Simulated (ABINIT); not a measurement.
## Rh: band structure with WC

Rh:

```xyz
1
Lattice="0.0000 1.8979 1.8979 1.8979 0.0000 1.8979 1.8979 1.8979 0.0000" Properties=species:S:1:pos:R:3 pbc="T T T"
Rh    0.0000    0.0000    0.0000
```

```yaml
Program: ABINIT 10.8.3 (patched build)
Task: band structure
Functional: WC
Potentials_or_basis: JTH PAW PBE v2.0
Cutoff: 544 eV
k_mesh: 12 × 12 × 12
Occupations: fermi-dirac, width 0.05 eV
Spin: spin-orbit coupling, no magnetisation
Fine-grid_cutoff: 1088.46 eV
Exchange_and_correlation_inside_the_PAW_spheres: full angular mesh (pawxcdev 0, this build's default; the released program takes 1)
```

The pressure is -0.7 GPa, the band gap on the k mesh is none (metal or under the smearing width) and the valence electrons inside the program's atomic spheres are Rh 14.88 (radii [1.1708] Å).

Levels at the corners of the path, in eV from the Fermi level:
```
point  band 13  band 14  band 15  band 16  band 17  band 18  band 19  band 20
    Γ    -3.25    -3.25    -3.00    -3.00    -1.01    -1.01    -1.01    -1.01
    X     0.49     0.49     0.86     0.86     1.12     1.12     3.15     3.15
    W    -3.88    -3.88    -1.24    -1.24     0.98     0.98     9.33     9.33
    K    -2.15    -2.15    -0.73    -0.73     0.36     0.36     7.80     7.80
    Γ    -3.25    -3.25    -3.00    -3.00    -1.01    -1.01    -1.01    -1.01
    L    -3.09    -3.09     0.47     0.47     0.63     0.63     0.64     0.64
    U    -2.15    -2.15    -0.73    -0.73     0.36     0.36     7.80     7.80
    W    -3.88    -3.88    -1.24    -1.24     0.98     0.98     9.33     9.33
    L    -3.09    -3.09     0.47     0.47     0.63     0.63     0.64     0.64
    K    -2.15    -2.15    -0.73    -0.73     0.36     0.36     7.80     7.80
```

It took 2.3 min on 1 thread of Arm Neoverse V2, on a shared host, peak memory 0.12 GiB.

Caveat: the PAW data sets were made with another functional, which shifts forces and pressure a little.
